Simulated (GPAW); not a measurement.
# CdTe (F-43m) in GPAW: further runs

One crystal, CdTe, is run at these levels: PBEsol, PBEsol+D3, PBEsol+D3(BJ), PBEsol+D3(BJ)+ATM, PBEsol+D4; tasks: relaxation of cell and atoms.

Everything below comes from runs of GPAW 26.7.0. Logs are shortened: lines on timing, memory, paths and dates and some standing lists are left out, and cuts for length are marked. The log counts tension as positive stress, the text compression.

## Step 1: Starting point

It takes space group F-43m (No. 216, cubic). The conventional cell has a = 6.410 Å, b = 6.410 Å, c = 6.410 Å, α = 90.00°, β = 90.00°, γ = 90.00°. Te (site symmetry -43m) has 4 Cd at 2.78 Å as nearest neighbours. Cd (site symmetry -43m) is surrounded by 4 Te at 2.78 Å.

## Step 2: Relaxation of cell and atoms, PBEsol

Input file run.py:

```python
from ase import Atoms
from ase.filters import FrechetCellFilter
from ase.io import write
from ase.optimize import BFGS
from gpaw import GPAW, PW, setup_paths

setup_paths.insert(0, '.')

atoms = Atoms(['Te', 'Cd'],
              cell=[[0.0, 3.205, 3.205],
                    [3.205, 0.0, 3.205],
                    [3.205, 3.205, 0.0]],
              scaled_positions=[[0.75, 0.75, 0.75],
                                [0.0, 0.0, 0.0]],
              pbc=True)

calc = GPAW(mode=PW(600),
            xc='PBEsol',
            kpts={'size': (7, 7, 7), 'gamma': True},
            occupations={'name': 'fermi-dirac', 'width': 0.05},
            nbands=18,
            convergence={'density': 1e-05, 'forces': 0.0001},
            maxiter=150,
            txt='gpaw.txt')
atoms.calc = calc
opt = BFGS(FrechetCellFilter(atoms), trajectory='relax.traj', logfile='-')
done = opt.run(fmax=0.02, steps=60)
calc.write('gs.gpw')
write('result.traj', atoms)
print('Converged:', done)
print('Cell:', atoms.cell.cellpar().round(4))
print('Volume:', round(atoms.get_volume(), 4))
print(atoms.get_scaled_positions().round(5))
```

Potentials or basis: PAW data sets generated in the run's folder for this functional, pw.

Command:

```
$ gpaw-setup -f PBEsol Cd Te
$ OMP_NUM_THREADS=1 python run.py
```

gpaw.txt:

```text
__  _  _
 | _ |_)|_||  |
 |__||  | ||/\| - 26.7.0

Input parameters:
  mode=PW(ecut=600.0),
  convergence={'density': 1e-05, 'forces': 0.0001},
  kpts=MonkhorstPack(size=(7, 7, 7), gamma=True),
  maxiter=150,
  nbands=18,
  occupations=Occupations(name='fermi-dirac', width=0.05),
  xc=XC(name='PBEsol')

Diagonalizing LCAO Hamiltonian
Converting LCAO to pw mode

                      Te

       Cd

Atoms  # Å, Bohr magnetons
|   | symbol |        x |        y |        z |    initial magnetic moments |
|---|--------|----------|----------|----------|-----------------------------|
| 0 |     Te | 4.807500 | 4.807500 | 4.807500 | ( 0.0000,  0.0000,  0.0000) |
| 1 |     Cd | 0.000000 | 0.000000 | 0.000000 | ( 0.0000,  0.0000,  0.0000) |

Unit cell  # Å
| periodic |        x |        y |        z |  lengths |    angles |
|----------|----------|----------|----------|----------|-----------|
|      yes | 0.000000 | 3.205000 | 3.205000 | 4.532554 | 60.000000 |
|      yes | 3.205000 | 0.000000 | 3.205000 | 4.532554 | 60.000000 |
|      yes | 3.205000 | 3.205000 | 0.000000 | 4.532554 | 60.000000 |

Number of symmetries: 24
Symmetry operations  # r_c * U_cc + t_c -> r_c
|    | kind |            matrix            |
|----|------|------------------------------|
|  0 |  E   |  1, 0, 0,  0, 1, 0,  0, 0, 1 |
|  1 |  σ   |  1, 0, 0,  0, 0, 1,  0, 1, 0 |
|  2 |  σ   |  1, 0,-1,  0, 1,-1,  0, 0,-1 |
|  3 |  C3  |  1, 0,-1,  0, 0,-1,  0, 1,-1 |
|  4 |  C3  |  1,-1, 0,  0,-1, 1,  0,-1, 0 |
|  5 |  σ   |  1,-1, 0,  0,-1, 0,  0,-1, 1 |
|  6 |  σ   |  0, 1, 0,  1, 0, 0,  0, 0, 1 |
|  7 |  C3  |  0, 1, 0,  0, 0, 1,  1, 0, 0 |
|  8 |  C2  |  0, 1,-1,  1, 0,-1,  0, 0,-1 |
|  9 |  S4  |  0, 1,-1,  0, 0,-1,  1, 0,-1 |
| 10 |  C3  |  0, 0, 1,  1, 0, 0,  0, 1, 0 |
| 11 |  σ   |  0, 0, 1,  0, 1, 0,  1, 0, 0 |
| 12 |  S4  |  0, 0,-1,  1, 0,-1,  0, 1,-1 |
| 13 |  C3  |  0, 0,-1,  0, 1,-1,  1, 0,-1 |
| 14 |  S4  |  0,-1, 1,  1,-1, 0,  0,-1, 0 |
| 15 |  C2  |  0,-1, 1,  0,-1, 0,  1,-1, 0 |
| 16 |  C3  |  0,-1, 0,  1,-1, 0,  0,-1, 1 |
| 17 |  S4  |  0,-1, 0,  0,-1, 1,  1,-1, 0 |
| 18 |  S4  | -1, 1, 0, -1, 0, 1, -1, 0, 0 |
| 19 |  C3  | -1, 1, 0, -1, 0, 0, -1, 0, 1 |
| 20 |  C3  | -1, 0, 1, -1, 1, 0, -1, 0, 0 |
| 21 |  S4  | -1, 0, 1, -1, 0, 0, -1, 1, 0 |
| 22 |  σ   | -1, 0, 0, -1, 1, 0, -1, 0, 1 |
| 23 |  C2  | -1, 0, 0, -1, 0, 1, -1, 1, 0 |
[... 170 lines left out ...]
|          1 |        -4.385 |     2.000 |
|          2 |        -4.385 |     2.000 |
|          3 |        -4.385 |     2.000 |
|          4 |        -4.093 |     2.000 |
|          5 |        -4.093 |     2.000 |
[... 10 lines left out ...]
|         16 |        13.931 |     0.000 |
|         17 |        13.931 |     0.000 |

Gap: 0.756 eV
Transition (v -> c):
  (s=0, k=0, n=8, [0.00, 0.00, 0.00]) -> (s=0, k=0, n=9, [0.00, 0.00, 0.00])
No difference between direct/indirect transitions

Stress tensor  # eV/Ang^3
|         x |         y |         z |
|-----------|-----------|-----------|
| -0.007863 |  0.000000 |  0.000000 |
|  0.000000 | -0.007863 |  0.000000 |
|  0.000000 |  0.000000 | -0.007863 |

Forces  # eV/Ang
|        x |       y |        z |
|----------|---------|----------|
| -0.00000 | 0.00000 | -0.00000 |  # Te   0
| -0.00000 | 0.00000 |  0.00000 |  # Cd   1

Interpolating wave functions to new cell

                      Te

       Cd

Atoms  # Å, Bohr magnetons
|   | symbol |         x |        y |        z |    initial magnetic moments |
|---|--------|-----------|----------|----------|-----------------------------|
| 0 |     Te |  4.816398 | 4.816398 | 4.816398 | ( 0.0000,  0.0000,  0.0000) |
| 1 |     Cd | -0.000000 | 0.000000 | 0.000000 | ( 0.0000,  0.0000,  0.0000) |

Unit cell  # Å
| periodic |         x |         y |         z |  lengths |    angles |
|----------|-----------|-----------|-----------|----------|-----------|
|      yes | -0.000000 |  3.210932 |  3.210932 | 4.540943 | 60.000000 |
|      yes |  3.210932 | -0.000000 |  3.210932 | 4.540943 | 60.000000 |
|      yes |  3.210932 |  3.210932 | -0.000000 | 4.540943 | 60.000000 |

Number of symmetries: 24
Symmetry operations  # r_c * U_cc + t_c -> r_c
|    | kind |            matrix            |
|----|------|------------------------------|
|  0 |  E   |  1, 0, 0,  0, 1, 0,  0, 0, 1 |
|  1 |  σ   |  1, 0, 0,  0, 0, 1,  0, 1, 0 |
|  2 |  σ   |  1, 0,-1,  0, 1,-1,  0, 0,-1 |
|  3 |  C3  |  1, 0,-1,  0, 0,-1,  0, 1,-1 |
|  4 |  C3  |  1,-1, 0,  0,-1, 1,  0,-1, 0 |
|  5 |  σ   |  1,-1, 0,  0,-1, 0,  0,-1, 1 |
|  6 |  σ   |  0, 1, 0,  1, 0, 0,  0, 0, 1 |
|  7 |  C3  |  0, 1, 0,  0, 0, 1,  1, 0, 0 |
|  8 |  C2  |  0, 1,-1,  1, 0,-1,  0, 0,-1 |
|  9 |  S4  |  0, 1,-1,  0, 0,-1,  1, 0,-1 |
| 10 |  C3  |  0, 0, 1,  1, 0, 0,  0, 1, 0 |
| 11 |  σ   |  0, 0, 1,  0, 1, 0,  1, 0, 0 |
| 12 |  S4  |  0, 0,-1,  1, 0,-1,  0, 1,-1 |
| 13 |  C3  |  0, 0,-1,  0, 1,-1,  1, 0,-1 |
| 14 |  S4  |  0,-1, 1,  1,-1, 0,  0,-1, 0 |
| 15 |  C2  |  0,-1, 1,  0,-1, 0,  1,-1, 0 |
| 16 |  C3  |  0,-1, 0,  1,-1, 0,  0,-1, 1 |
| 17 |  S4  |  0,-1, 0,  0,-1, 1,  1,-1, 0 |
| 18 |  S4  | -1, 1, 0, -1, 0, 1, -1, 0, 0 |
| 19 |  C3  | -1, 1, 0, -1, 0, 0, -1, 0, 1 |
| 20 |  C3  | -1, 0, 1, -1, 1, 0, -1, 0, 0 |
| 21 |  S4  | -1, 0, 1, -1, 0, 0, -1, 1, 0 |
| 22 |  σ   | -1, 0, 0, -1, 1, 0, -1, 0, 1 |
| 23 |  C2  | -1, 0, 0, -1, 0, 1, -1, 1, 0 |
[... 169 lines left out ...]
|          1 |        -4.424 |     2.000 |
|          2 |        -4.424 |     2.000 |
|          3 |        -4.424 |     2.000 |
|          4 |        -4.136 |     2.000 |
|          5 |        -4.136 |     2.000 |
[... 10 lines left out ...]
|         16 |        13.870 |     0.000 |
|         17 |        13.870 |     0.000 |

Gap: 0.740 eV
Transition (v -> c):
  (s=0, k=0, n=8, [0.00, 0.00, 0.00]) -> (s=0, k=0, n=9, [0.00, 0.00, 0.00])
No difference between direct/indirect transitions

Stress tensor  # eV/Ang^3
|         x |         y |         z |
|-----------|-----------|-----------|
| -0.006222 |  0.000000 |  0.000000 |
|  0.000000 | -0.006222 |  0.000000 |
|  0.000000 |  0.000000 | -0.006222 |

Forces  # eV/Ang
|       x |       y |       z |
|---------|---------|---------|
| 0.00000 | 0.00000 | 0.00000 |  # Te   0
| 0.00000 | 0.00000 | 0.00000 |  # Cd   1

Interpolating wave functions to new cell

                      Te

       Cd

Atoms  # Å, Bohr magnetons
|   | symbol |        x |        y |        z |    initial magnetic moments |
|---|--------|----------|----------|----------|-----------------------------|
| 0 |     Te | 4.851192 | 4.851192 | 4.851192 | ( 0.0000,  0.0000,  0.0000) |
| 1 |     Cd | 0.000000 | 0.000000 | 0.000000 | ( 0.0000,  0.0000,  0.0000) |

Unit cell  # Å
| periodic |        x |         y |         z |  lengths |    angles |
|----------|----------|-----------|-----------|----------|-----------|
|      yes | 0.000000 |  3.234128 |  3.234128 | 4.573747 | 60.000000 |
|      yes | 3.234128 | -0.000000 |  3.234128 | 4.573747 | 60.000000 |
|      yes | 3.234128 |  3.234128 | -0.000000 | 4.573747 | 60.000000 |

Number of symmetries: 24
Symmetry operations  # r_c * U_cc + t_c -> r_c
|    | kind |            matrix            |
|----|------|------------------------------|
|  0 |  E   |  1, 0, 0,  0, 1, 0,  0, 0, 1 |
|  1 |  σ   |  1, 0, 0,  0, 0, 1,  0, 1, 0 |
|  2 |  σ   |  1, 0,-1,  0, 1,-1,  0, 0,-1 |
|  3 |  C3  |  1, 0,-1,  0, 0,-1,  0, 1,-1 |
|  4 |  C3  |  1,-1, 0,  0,-1, 1,  0,-1, 0 |
|  5 |  σ   |  1,-1, 0,  0,-1, 0,  0,-1, 1 |
|  6 |  σ   |  0, 1, 0,  1, 0, 0,  0, 0, 1 |
|  7 |  C3  |  0, 1, 0,  0, 0, 1,  1, 0, 0 |
|  8 |  C2  |  0, 1,-1,  1, 0,-1,  0, 0,-1 |
|  9 |  S4  |  0, 1,-1,  0, 0,-1,  1, 0,-1 |
| 10 |  C3  |  0, 0, 1,  1, 0, 0,  0, 1, 0 |
| 11 |  σ   |  0, 0, 1,  0, 1, 0,  1, 0, 0 |
| 12 |  S4  |  0, 0,-1,  1, 0,-1,  0, 1,-1 |
| 13 |  C3  |  0, 0,-1,  0, 1,-1,  1, 0,-1 |
| 14 |  S4  |  0,-1, 1,  1,-1, 0,  0,-1, 0 |
| 15 |  C2  |  0,-1, 1,  0,-1, 0,  1,-1, 0 |
| 16 |  C3  |  0,-1, 0,  1,-1, 0,  0,-1, 1 |
| 17 |  S4  |  0,-1, 0,  0,-1, 1,  1,-1, 0 |
| 18 |  S4  | -1, 1, 0, -1, 0, 1, -1, 0, 0 |
| 19 |  C3  | -1, 1, 0, -1, 0, 0, -1, 0, 1 |
| 20 |  C3  | -1, 0, 1, -1, 1, 0, -1, 0, 0 |
| 21 |  S4  | -1, 0, 1, -1, 0, 0, -1, 1, 0 |
| 22 |  σ   | -1, 0, 0, -1, 1, 0, -1, 0, 1 |
| 23 |  C2  | -1, 0, 0, -1, 0, 1, -1, 1, 0 |
[... 170 lines left out ...]
|          1 |        -4.575 |     2.000 |
|          2 |        -4.575 |     2.000 |
|          3 |        -4.575 |     2.000 |
|          4 |        -4.304 |     2.000 |
|          5 |        -4.304 |     2.000 |
[... 10 lines left out ...]
|         16 |        13.635 |     0.000 |
|         17 |        13.635 |     0.000 |

Gap: 0.677 eV
Transition (v -> c):
  (s=0, k=0, n=8, [0.00, 0.00, 0.00]) -> (s=0, k=0, n=9, [0.00, 0.00, 0.00])
No difference between direct/indirect transitions

Stress tensor  # eV/Ang^3
|         x |         y |         z |
|-----------|-----------|-----------|
| -0.000225 |  0.000000 |  0.000000 |
|  0.000000 | -0.000225 |  0.000000 |
|  0.000000 |  0.000000 | -0.000225 |

Forces  # eV/Ang
|        x |       y |       z |
|----------|---------|---------|
| -0.00000 | 0.00000 | 0.00000 |  # Te   0
|  0.00000 | 0.00000 | 0.00000 |  # Cd   1

# Writing to gs.gpw (mode='')
```

It took 2 min on 1 thread of Intel Xeon at 2.50GHz (Skylake/Cascade Lake), shared host; peak memory 0.2 GiB.

Results:

```
Free energy                            : -5.7636 eV
Relaxed volume                         : 33.83 Å³/atom
Relaxed cell                           : a = 4.574 Å, b = 4.574 Å, c = 4.574 Å, α = 60.00°, β = 60.00°, γ = 60.00°
Space group after relaxing (to 0.05 Å) : F-43m (No. 216)
Energy gained by relaxing              : 3.6 meV/atom
Ionic steps                            : 3
Pressure after relaxing                : 0.0 GPa
Band gap on the k mesh                 : 0.68 eV, direct
```

Step by step:
| step | energy change (eV) | largest force (eV/Å) | pressure (GPa) | volume (Å³) |
| --- | --- | --- | --- | --- |
| 1 | 0.0000 | 0.0000 | 1.26 | 65.84 |
| 2 | -0.0026 | 0.0000 | 1.00 | 66.21 |
| 3 | -0.0073 | 0.0000 | 0.04 | 67.66 |

Final structure:
```xyz
2
Lattice="0.0000 3.2341 3.2341 3.2341 0.0000 3.2341 3.2341 3.2341 0.0000" Properties=species:S:1:pos:R:3 pbc="T T T"
Te    4.8512    4.8512    4.8512
Cd    0.0000    0.0000    0.0000
```

Levels at points of the mesh, in eV from the valence-band top:
```tsv
k point	band 5	band 6	band 7	band 8	band 9	band 10	band 11	band 12	band 13	band 14
(0.00, 0.00, 0.00)	-7.96	-7.96	0.00	0.00	0.00	0.68	4.54	4.54	4.54	7.31
```

Caveat: later steps reuse the first step's grids; spin-orbit coupling is left out, which moves the levels of the heavy elements.

## Step 3: Relaxation of cell and atoms, PBEsol+D3

run.py, as its differences from that of step 2:

```diff
@@ -1,2 +1,3 @@
 from ase import Atoms
+from ase.calculators.mixing import SumCalculator
 from ase.filters import FrechetCellFilter
@@ -4,2 +5,3 @@
 from ase.optimize import BFGS
+from dftd3.ase import DFTD3
 from gpaw import GPAW, PW, setup_paths
@@ -24,3 +26,3 @@
             txt='gpaw.txt')
-atoms.calc = calc
+atoms.calc = SumCalculator([calc, DFTD3(method='pbesol', damping='d3zero')])
 opt = BFGS(FrechetCellFilter(atoms), trajectory='relax.traj', logfile='-')
```

Potentials or basis: PAW data sets generated in the run's folder for this functional, pw.

Command:

```
$ gpaw-setup -f PBEsol Cd Te
$ OMP_NUM_THREADS=1 python run.py
```

Wall time 1.8 min (1 thread of Intel Xeon at 2.50GHz (Skylake/Cascade Lake), shared host); peak memory 0.21 GiB.

The run converged. Its results:

```yaml
Free_energy: -6.1988 eV
Relaxed_volume: 32.81 Å³/atom
Relaxed_cell: a = 4.527 Å, b = 4.527 Å, c = 4.527 Å, α = 60.00°, β = 60.00°, γ = 60.00°
Space_group_after_relaxing_to_0.05_Å: F-43m (No. 216)
Energy_gained_by_relaxing: 0.0 meV/atom
Ionic_steps: 3
Pressure_after_relaxing: 0.0 GPa
Band_gap_on_the_k_mesh: 0.77 eV, direct
Dispersion_energy_per_atom: -0.222 eV
```

Final structure:
```
Te Cd
1.0
     0.00000    3.20127    3.20127
     3.20127    0.00000    3.20127
     3.20127    3.20127    0.00000
Te Cd
1 1
Direct
  0.75000 0.75000 0.75000
  0.00000 0.00000 0.00000
```

Levels at points of the mesh, in eV from the valence-band top:
| k point | band 7 | band 8 | band 9 | band 10 | band 11 | band 12 |
| --- | --- | --- | --- | --- | --- | --- |
| (0.00, 0.00, 0.00) | 0.00 | 0.00 | 0.00 | 0.77 | 4.52 | 4.52 |

Caveat: later steps reuse the first step's grids; spin-orbit coupling is left out, which moves the levels of the heavy elements.

## Step 4: Relaxation of cell and atoms, PBEsol+D3(BJ)

run.py, as its differences from that of step 3:

```diff
@@ -26,3 +26,3 @@
             txt='gpaw.txt')
-atoms.calc = SumCalculator([calc, DFTD3(method='pbesol', damping='d3zero')])
+atoms.calc = SumCalculator([calc, DFTD3(method='pbesol', damping='d3bj')])
 opt = BFGS(FrechetCellFilter(atoms), trajectory='relax.traj', logfile='-')
```

Command:

```
$ gpaw-setup -f PBEsol Cd Te
$ OMP_NUM_THREADS=1 python run.py
```

Wall time 94 s (1 thread of Intel Xeon at 2.50GHz (Skylake/Cascade Lake), shared host); peak memory 0.21 GiB.

Results (log left out):

```yaml
Free_energy: -6.4498 eV
Relaxed_volume: 32.62 Å³/atom
Relaxed_cell: a = 4.518 Å, b = 4.518 Å, c = 4.518 Å, α = 60.00°, β = 60.00°, γ = 60.00°
Space_group_after_relaxing_to_0.05_Å: F-43m (No. 216)
Energy_gained_by_relaxing: 0.4 meV/atom
Ionic_steps: 3
Pressure_after_relaxing: 0.0 GPa
Band_gap_on_the_k_mesh: 0.78 eV, direct
Dispersion_energy_per_atom: -0.350 eV
```

The path:
```tsv
step	energy change (eV)	largest force (eV/Å)	pressure (GPa)	volume (Å³)
1	0.0000	0.0000	-0.42	65.84
2	-0.0003	0.0000	-0.34	65.72
3	-0.0008	0.0000	0.00	65.23
```

Final structure:
```xyz
2
Lattice="0.0000 3.1950 3.1950 3.1950 0.0000 3.1950 3.1950 3.1950 0.0000" Properties=species:S:1:pos:R:3 pbc="T T T"
Te    4.7925    4.7925    4.7925
Cd    0.0000    0.0000    0.0000
```

Levels at points of the mesh, in eV from the valence-band top:
| k point | band 5 | band 6 | band 7 | band 8 | band 9 | band 10 | band 11 | band 12 | band 13 | band 14 |
| --- | --- | --- | --- | --- | --- | --- | --- | --- | --- | --- |
| (0.00, 0.00, 0.00) | -8.07 | -8.07 | 0.00 | 0.00 | 0.00 | 0.78 | 4.51 | 4.51 | 4.51 | 7.36 |

Caveat: later steps reuse the first step's grids; spin-orbit coupling is left out, which moves the levels of the heavy elements.

(Continued in part 2 of 2.)
